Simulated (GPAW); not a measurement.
Runs of GPAW 26.7.0 on SnSe. The structure is cubic, space group Fm-3m (No. 225). Conventional cell: a = 6.020 Å, b = 6.020 Å, c = 6.020 Å, α = 90.00°, β = 90.00°, γ = 90.00°. Sn (site symmetry m-3m) has 6 Se at 3.01 Å as nearest neighbours. Around Se (site symmetry m-3m) lie 6 Sn at 3.01 Å. Measurements of this composition are mostly on another form, of space group No. 62.

```csv
task,level,potentials or basis,spin,cell,k mesh,smearing,optimizer,fmax,max steps,target pressure,convergence,gap on the mesh (eV),pressure (GPa),relaxed volume (Å³/atom)
relaxation of cell and atoms,revPBE,"the program's PAW data sets (release 1.2.1) made for this functional, pw",off,relaxed to 10 GPa,8 × 8 × 8,fermi-dirac 0.05 eV,BFGS,0.02 eV/Å,100,10 GPa,density=1e-05 forces=0.0001,0.72,9.9,-
single point,PBE,"GPAW PAW data sets (gpaw-data 1.2.1), pw",off,as given,8 × 8 × 8,gaussian 0.029 eV,-,-,-,-,-,0.60,0.8,-
single point,PBE,"GPAW PAW data sets (gpaw-data 1.2.1), pw",off,as given,8 × 8 × 8,gaussian 0.015 eV,-,-,-,-,-,0.60,0.8,-
relaxation of cell and atoms,revPBE+D3(BJ),"the program's PAW data sets (release 1.2.1) made for this functional, pw",off,relaxed to -2 GPa,8 × 8 × 8,fermi-dirac 0.05 eV,BFGS,0.02 eV/Å,60,-2 GPa,density=1e-05 forces=0.0001,0.57,-2.1,-
band structure,r2SCAN,"GPAW PAW data sets (gpaw-data 1.2.1), pw","SOC, no magnetisation",as given,6 × 6 × 6,fermi-dirac 0.05 eV,-,-,-,-,-,-,-0.5,-
single point,PBE,"GPAW PAW data sets (gpaw-data 1.2.1), pw",off,as given,8 × 8 × 8,gaussian 0.022 eV,-,-,-,-,-,0.60,0.8,-
relaxation of cell and atoms,PBEsol+D3(BJ),"PAW data sets generated in the run's folder for this functional, pw",off,relaxed,8 × 8 × 8,fermi-dirac 0.05 eV,BFGS,0.02 eV/Å,100,-,density=1e-05 forces=0.0001,0.73,0.0,25.23
band structure,PBE+D3(BJ),"GPAW PAW data sets (gpaw-data 1.2.1), pw",off,as given,8 × 8 × 8,fermi-dirac 0.1 eV,-,-,-,-,-,-,-1.4,-
relaxation of cell and atoms,BLYP+D3(BJ),"PAW data sets generated in the run's folder for this functional, pw",off,relaxed,8 × 8 × 8,fermi-dirac 0.05 eV,BFGS,0.02 eV/Å,100,-,density=1e-05 forces=0.0001,(a),0.0,27.12
single point,PBE,"GPAW PAW data sets (gpaw-data 1.2.1), pw",off,as given,8 × 8 × 8,gaussian 0.017 eV,-,-,-,-,-,0.60,0.8,-
relaxation of cell and atoms,RPBE+D4,"the program's PAW data sets (release 1.2.1) made for this functional, pw",off,relaxed,8 × 8 × 8,fermi-dirac 0.05 eV,LBFGS,0.02 eV/Å,100,-,density=1e-05 forces=0.0001,0.71,-0.1,26.22
relaxation of cell and atoms,RPBE,"the program's PAW data sets (release 1.2.1) made for this functional, pw",off,relaxed,8 × 8 × 8,fermi-dirac 0.05 eV,BFGS,0.05 eV/Å,60,-,density=1e-05 forces=0.0001,(b),0.1,28.58
```

Alike in all rows: cutoff (eV) 600.

Problem. Fill in the values left out.

Solution. (a) 0.41; (b) 0.35.

Caveats: spin-orbit coupling is left out, which moves the levels of the heavy elements (some runs); later steps reuse the first step's grids (some runs); spin-orbit coupling was added after a scalar SCF, so levels and gaps hold it while energy, forces, pressure and moments don't (some runs); this program's spin-orbit splittings come out too wide for heavy elements (some runs); the PAW data sets were made with another functional, which shifts forces and pressure a little (some runs).

A k mesh can miss the band edges, and rows without SOC leave out spin-orbit coupling on Se, Sn.
